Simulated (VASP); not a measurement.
# GaN (P6_3mc) in VASP: further runs

The runs below take GaN through single point, with PBE.

Everything below comes from runs of VASP 6.6.1. Logs are shortened: lines on timing, memory, paths and dates and some standing lists are left out, and cuts for length are marked.

## (1) The structure

It takes space group P6_3mc (No. 186, hexagonal). Conventional cell: a = 3.180 Å, b = 3.180 Å, c = 5.166 Å, α = 90.00°, β = 90.00°, γ = 120.00°. Around Ga (site symmetry 3m) lie 4 N at 1.94 to 1.95 Å. Around N (site symmetry 3m) lie 4 Ga at 1.94 to 1.95 Å.

## (2) Single point, PBE

INCAR

```
PREC = Accurate
ENCUT = 450
EDIFF = 1E-7
ISMEAR = 0
SIGMA = 0.05
LREAL = F
LASPH = T
NELM = 100
ALGO = Normal
ISIF = 2
LWAVE = F
LCHARG = F
GGA = PE
ADDGRID = F
```

KPOINTS

```
Automatic mesh
0
Gamma
  5 5 3
```

POSCAR

```
GaN
1.0
    3.1800000000      0.0000000000      0.0000000000
   -1.5900000000      2.7539607840      0.0000000000
    0.0000000000      0.0000000000      5.1660000000
Ga N
2 2
Direct
    0.6521390000      0.3316270000      0.5245870000
    0.3764220000      0.6884330000      0.0161300000
    0.6603830000      0.3218970000      0.8783140000
    0.3311160000      0.6688000000      0.3826530000
```

Potentials or basis: VASP PAW PBE potentials, release 64 (Ga, N).

Command:

```console
> cat potpaw_PBE.64/Ga/POTCAR potpaw_PBE.64/N/POTCAR > POTCAR
> mpirun -np 1 vasp_std > vasp.out
```

OUTCAR:

```text
PREC = Accurate
   ENCUT = 450
   EDIFF = 1E-7
   ISMEAR = 0
   LREAL = F
   LASPH = T
   NELM = 100
   ISIF = 2
   GGA = PE

 Found     38 irreducible k-points:

 Following reciprocal coordinates:
            Coordinates               Weight
  0.000000  0.000000  0.000000      1.000000
  0.200000  0.000000  0.000000      2.000000
  0.000000  0.200000  0.000000      2.000000
 -0.200000  0.200000  0.000000      2.000000
  0.400000  0.000000  0.000000      2.000000
  0.000000  0.400000  0.000000      2.000000
   k-points           NKPTS =     38   k-points in BZ     NKDIM =     38   number of bands    NBANDS=     12
   number of dos      NEDOS =    301   number of ions     NIONS =      4
   total plane-waves  NPLWV =  20736
   dimension x,y,z NGX =    24 NGY =   24 NGZ =   36
   dimension x,y,z NGXF=    48 NGYF=   48 NGZF=   72
   ions per type =               2   2
   NGX,Y,Z   is equivalent  to a cutoff of  12.55, 12.55, 11.59 a.u.
   NGXF,Y,Z  is equivalent  to a cutoff of  25.09, 25.09, 23.17 a.u.
 SYSTEM =  unknown system
   PREC   = accura    normal or accurate (medium, high low for compatibility)
   ISTART =      0    job   : 0-new  1-cont  2-samecut
   ICHARG =      2    charge: 1-file 2-atom 10-const
   ISPIN  =      1    spin polarized calculation?
   LNONCOLLINEAR =      F non collinear calculations
   LSORBIT =      F    spin-orbit coupling
   LASPH  =      T    aspherical Exc in radial PAW
   ENCUT  =  450.0 eV  33.07 Ry    5.75 a.u.   5.50  5.50  8.94*2*pi/ulx,y,z
   NELM   =    100;   NELMIN=  2; NELMDL= -5     # of ELM steps
   EDIFF  = 0.1E-06   stopping-criterion for ELM
   LREAL  =      F    real-space projection
   EDIFFG = 0.1E-05   stopping-criterion for IOM
   NSW    =      0    number of steps for IOM
   IBRION =     -1    ionic relax: 0-MD 1-quasi-New 2-CG
   NFREE  =      0    steps in history (QN), initial steepest desc. (CG)
   ISIF   =      2    stress and relaxation
   ISYM   =      2    0-nonsym 1-usesym 2-fastsym
   POTIM  = 0.5000    time-step for ionic-motion
   TEBEG  =    0.0;   TEEND  =   0.0 temperature during run
   PSTRESS=    0.0 pullay stress
   NELECT =      16.0000    total number of electrons
   NUPDOWN=      -1.0000    fix difference up-down
   EMIN   =  10.00;   EMAX   =-10.00  energy-range for DOS
   EFERMI =   0.00;   METHOD = LEGACY
   ISMEAR =     0;   SIGMA  =   0.05  broadening in eV -4-tet -1-fermi 0-gaus
   EFERMI_NEDOS =   21; number of points for ismear=-14 and -15
   IALGO  =     38    algorithm
   IMIX   =      4    mixing-type and parameters
     AMIX     =   0.40;   BMIX     =  1.00
     AMIX_MAG =   1.60;   BMIX_MAG =  1.00
  volume/ion in A,a.u.               =      11.31        76.33
  Fermi-wavevector in a.u.,A,eV,Ry     =   1.157715  2.187764 18.235949  1.340304
  Thomas-Fermi vector in A             =   2.294324
   LORBIT       =      0    0 simple, 1 ext, 2 COOP (PROOUT), +10 PAW based schemes
   GGA     = PE    functional components
   LHFCALC =     F    Hartree Fock is set to
   AEXX    =    0.0000 exact exchange contribution
   IVDW    =     0    specifies the selected vdW correction
   LEPSILON=     F    determine dielectric tensor
   LRPA    =     F    only Hartree local field effects (RPA)
 non-spin polarized calculation
 Gauss-broadening in eV      SIGMA  =   0.05
  energy-cutoff  :      450.00
  volume of cell :       45.24
 maximum number of plane-waves:      1002
 NGX is ok and might be reduce to    24
   NGX = 11   NGY = 11   NGZ = 17

 number of electron      16.0000002 magnetization

 Free energy of the ion-electron system (eV)
  ---------------------------------------------------
  ext. energy  EPLUGINS =         0.00000000
  ---------------------------------------------------
  free energy    TOTEN  =       -23.92885967 eV

  energy without entropy =      -23.92885967  energy(sigma->0) =      -23.92885967

 E-fermi :   3.4915     XC(G=0): -10.9072

 val. band max:        3.2689915860   @ k =   0.0000   0.0000   0.0000
 cond. band min:       5.1115910958   @ k =   0.0000   0.0000   0.0000
 fundamental gap:      1.8425995098
 Fermi energy:         3.4914632979

 k-point     1 :       0.0000    0.0000    0.0000
  band No.  band energies     occupation
      1     -12.9389      2.00000
      2     -10.4432      2.00000
      3      -4.2373      2.00000
      4       1.7276      2.00000
      5       2.2828      2.00000
      6       2.8178      2.00000
      7       3.1045      2.00000
      8       3.2690      2.00000
      9       5.1116      0.00000
     10       7.6356      0.00000
     11      12.3019      0.00000
     12      12.8992      0.00000

 k-point     2 :       0.2000    0.0000    0.0000
  band No.  band energies     occupation
      1     -12.4146      2.00000
      2     -10.1280      2.00000
      3      -3.6928      2.00000
      4       0.0199      2.00000
      5       1.1084      2.00000
      6       1.1761      2.00000
      7       2.4245      2.00000
      8       2.8114      2.00000
      9       7.0175      0.00000
     10       9.1202      0.00000
     11      10.7162      0.00000
     12      11.8102      0.00000

 k-point     3 :       0.0000    0.2000    0.0000
  band No.  band energies     occupation
      1     -12.3999      2.00000
      2     -10.1212      2.00000
      3      -3.6921      2.00000
      4      -0.3097      2.00000
      5       0.8970      2.00000
      6       1.5081      2.00000
      7       2.3656      2.00000
      8       2.9537      2.00000
      9       7.0084      0.00000
     10       9.1235      0.00000
     11      11.0285      0.00000
     12      11.9580      0.00000

 k-point     4 :      -0.2000    0.2000    0.0000
  band No.  band energies     occupation
      1     -12.4034      2.00000
      2     -10.1176      2.00000
      3      -3.6944      2.00000
      4      -0.2976      2.00000
      5       0.9062      2.00000
      6       1.4915      2.00000
      7       2.3813      2.00000
      8       2.9612      2.00000
      9       7.0259      0.00000
     10       9.1069      0.00000
     11      10.8742      0.00000
     12      11.9497      0.00000

 k-point     5 :       0.4000    0.0000    0.0000
  band No.  band energies     occupation
      1     -11.1700      2.00000
      2      -9.7188      2.00000
      3      -2.9263      2.00000
      4      -1.9878      2.00000
      5      -1.1267      2.00000
      6       0.3844      2.00000
      7       1.1866      2.00000
      8       2.3304      2.00000
      9       8.0938      0.00000
     10       8.7756      0.00000
     11       9.2330      0.00000
     12      11.7618      0.00000

 k-point     6 :       0.0000    0.4000    0.0000
  band No.  band energies     occupation
      1     -11.0700      2.00000
      2      -9.7512      2.00000
      3      -3.1370      2.00000
      4      -2.0355      2.00000
      5      -1.3577      2.00000
      6       0.6078      2.00000
      7       0.9364      2.00000
      8       2.4581      2.00000
      9       8.2740      0.00000
     10       8.9338      0.00000
     11       9.4835      0.00000
     12      11.7254      0.00000

 [... further k-points ...]

------------------------ aborting loop because EDIFF is reached ----------------------------------------

  FORCE on cell =-STRESS in cart. coord.  units (eV):
  Direction    XX          YY          ZZ          XY          YZ          ZX
  --------------------------------------------------------------------------------------
  -------------------------------------------------------------------------------------
  Total        1.7834792      3.7143497      7.3526618     -1.0489709     -0.6629825     -0.2558087
  in kB       63.1595973    131.5388672    260.3849637    -37.1479399    -23.4786640     -9.0591315
  external PRESSURE =     151.6944761 kB  Pullay stress =       0.0000000 kB

 VOLUME and BASIS-vectors are now :
 -----------------------------------------------------------------------------
  energy-cutoff  :      450.00
  volume of cell :       45.24
      direct lattice vectors                 reciprocal lattice vectors
     3.180000000  0.000000000  0.000000000     0.314465409  0.181556688  0.000000000
    -1.590000000  2.753960784  0.000000000     0.000000000  0.363113377  0.000000000
     0.000000000  0.000000000  5.166000000     0.000000000  0.000000000  0.193573364

 POSITION                                       TOTAL-FORCE (eV/Angst)
 -----------------------------------------------------------------------------------
      1.54652      0.91329      2.71002         0.415989      0.122497     -2.660692
      0.10241      1.89592      0.08333        -0.995183     -1.146216     -0.307154
      1.58820      0.88649      4.53737         0.877661      1.121821      2.036309
     -0.01044      1.84185      1.97679        -0.298467     -0.098101      0.931538
 -----------------------------------------------------------------------------------
    total drift:                                0.000225     -0.000127     -0.000698

  FREE ENERGIE OF THE ION-ELECTRON SYSTEM (eV)
  ---------------------------------------------------
  free  energy   TOTEN  =       -23.9288596668 eV

  energy  without entropy=      -23.9288596668  energy(sigma->0) =      -23.92885967
```

It took 8.9 s on 1 thread of Intel Xeon 6975P-C (Granite Rapids), shared host; peak memory 0.16 GiB.

These settings aren't checked as converged: the numbers below hold their error.

What came out:

- Free energy: -23.9289 eV
- Largest force: 2.696 eV/Å
- Band gap on the k mesh: 1.84 eV, direct

Caveat: the k mesh is coarse (spacing up to 0.46 Å⁻¹), so the values aren't converged; the cutoff is under 1.25 times the usual one of these potentials, so pressure, stress and relaxed cells hold a basis-set (Pulay) error.

## (3) Single point, PBE

INCAR: that of step 2 with these lines changed.

```diff
@@ -4,3 +4,3 @@
 ISMEAR = 0
-SIGMA = 0.05
+SIGMA = 0.5
 LREAL = F
```

KPOINTS is that of step 2.

POSCAR

```
GaN
1.0
    3.1800000000      0.0000000000      0.0000000000
   -1.5900000000      2.7539607840      0.0000000000
    0.0000000000      0.0000000000      5.1660000000
Ga N
2 2
Direct
    0.6666666667      0.3333333333      0.5000000000
    0.3333333333      0.6666666667      0.0000000000
    0.6666666667      0.3333333333      0.8750000000
    0.3333333333      0.6666666667      0.3750000000
```

Potentials or basis: VASP PAW PBE potentials, release 64 (Ga, N).

Command:

```console
> cat potpaw_PBE.64/Ga/POTCAR potpaw_PBE.64/N/POTCAR > POTCAR
> mpirun -np 1 vasp_std > vasp.out
```

Run time: 4.5 s. Hardware: 1 thread of Intel Xeon 6975P-C (Granite Rapids), shared host; peak memory 0.14 GiB.

The run converged, but some of its settings lie outside the range that counts as converged, so its numbers aren't taken as properties of the crystal.

What came out:

| Quantity | Value |
| --- | --- |
| Free energy | -24.2081 eV |
| Largest force | 0.171 eV/Å |
| Band gap on the k mesh | 2.05 eV, direct |

Caveat: the k mesh is coarse (spacing up to 0.46 Å⁻¹), so the values aren't converged; the cutoff is under 1.25 times the usual one of these potentials, so pressure, stress and relaxed cells hold a basis-set (Pulay) error.

## (4) Single point, PBE

INCAR is that of step 3.

KPOINTS is that of step 3.

POSCAR

```
GaN
1.0
    3.1800000000      0.0000000000      0.0000000000
   -1.5900000000      2.7539607840      0.0000000000
    0.0000000000      0.0000000000      5.1660000000
Ga N
2 2
Direct
    0.6521390000      0.3316270000      0.5245870000
    0.3764220000      0.6884330000      0.0161300000
    0.6603830000      0.3218970000      0.8783140000
    0.3311160000      0.6688000000      0.3826530000
```

Command:

```console
> cat potpaw_PBE.64/Ga/POTCAR potpaw_PBE.64/N/POTCAR > POTCAR
> mpirun -np 1 vasp_std > vasp.out
```

It took 8.9 s on 1 thread of Intel Xeon 6975P-C (Granite Rapids), shared host; peak memory 0.16 GiB.

These settings aren't checked as converged: the numbers below hold their error.

Results:

| Quantity | Value |
| --- | --- |
| Free energy | -23.9289 eV |
| Largest force | 2.696 eV/Å |
| Band gap on the k mesh | 1.84 eV, direct |

Caveat: the k mesh is coarse (spacing up to 0.46 Å⁻¹), so the values aren't converged; the cutoff is under 1.25 times the usual one of these potentials, so pressure, stress and relaxed cells hold a basis-set (Pulay) error.

## (5) The reference run

An earlier run on the cell as given: functional PBEsol; potentials or basis VASP PAW PBE potentials, release 64 (Ga_d, N); cutoff 520 eV; k mesh 10 × 10 × 5; occupations fermi-dirac, width 0.05 eV; no spin polarisation.

* Pressure: 0.8 GPa
* Largest force: 0.131 eV/Å
* Band gap on the k mesh: 1.93 eV, direct
